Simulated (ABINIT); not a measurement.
## ZrC in ABINIT: the effect of target pressure

ZrC:

```
Zr C
1.0
     0.00000    2.36500    2.36500
     2.36500    0.00000    2.36500
     2.36500    2.36500    0.00000
Zr C
1 1
Direct
  0.50000 0.50000 0.50000
  0.00000 0.00000 0.00000
```

Alike in all runs:

- Program: ABINIT 10.8.3 (patched build)
- Task: relaxation of cell and atoms
- Functional: PBE
- Potentials or basis: JTH PAW PBE v2.0
- Cutoff: 517 eV
- k mesh: 10 × 10 × 10
- Occupations: fermi-dirac, width 0.05 eV
- Spin: no spin polarisation

Each run relaxes the cell or the atoms first.

Task: One run gave: relaxed volume 11.70 Å³/atom. Which target pressure did it use?
A. 10 GPa
B. 30 GPa
C. 20 GPa
D. 0 GPa
E. 5 GPa

Result: B.

```csv
target pressure,relaxed volume (Å³/atom)
0 GPa,13.05
5 GPa,12.77
10 GPa,12.52
20 GPa,12.08
30 GPa,11.70
```
